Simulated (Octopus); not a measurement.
# LiF (Griceite) under changes of volume

One of the cells (8.169 Å³/atom); the others are scaled copies at fixed shape and fractional positions:

```
F Li
1.0
     0.00000    2.01400    2.01400
     2.01400    0.00000    2.01400
     2.01400    2.01400    0.00000
F Li
1 1
Direct
  0.50000 0.50000 0.50000
  0.00000 0.00000 0.00000
```

* Program: Octopus 16.4
* Functional: PBE
* Potentials or basis: pseudodojo_pbe (PseudoDojo 0.5, PBE)
* Grid spacing: 0.129 Å
* k mesh: 11 × 11 × 11
* Occupations: fermi-dirac, width 0.05 eV
* Spin: no spin polarisation

```csv
volume (Å³/atom),energy over the lowest point (meV/atom),gap on the mesh (eV)
7.679,19.08,9.69
7.842,?,?
8.006,7.78,9.30
8.169,3.97,9.11
8.333,1.45,8.94
8.496,0.05,8.77
8.659,0.00,8.61
```

Task: What does the run at 7.842 Å³/atom give?

Result: Energy over the lowest point 12.49 meV/atom; gap on the mesh 9.49 eV.

Worked out: A Birch-Murnaghan fit of order 3 (a polynomial in V^(-2/3)) to the other rows has its minimum at 8.59 Å³/atom with B0 = V·E''(V) = 63 GPa (rough, since the energies scatter). It gives 12.84 meV/atom at 7.842 Å³/atom, against the run's 12.49. A straight line through the other rows of the gap, of slope -9 eV per unit of ln V (its deformation potential), gives 9.49 eV, against the run's 9.49.

Energies are extrapolated to zero smearing.

Caveats: an odd mesh through Γ misses points on the zone boundary, where band edges often lie.
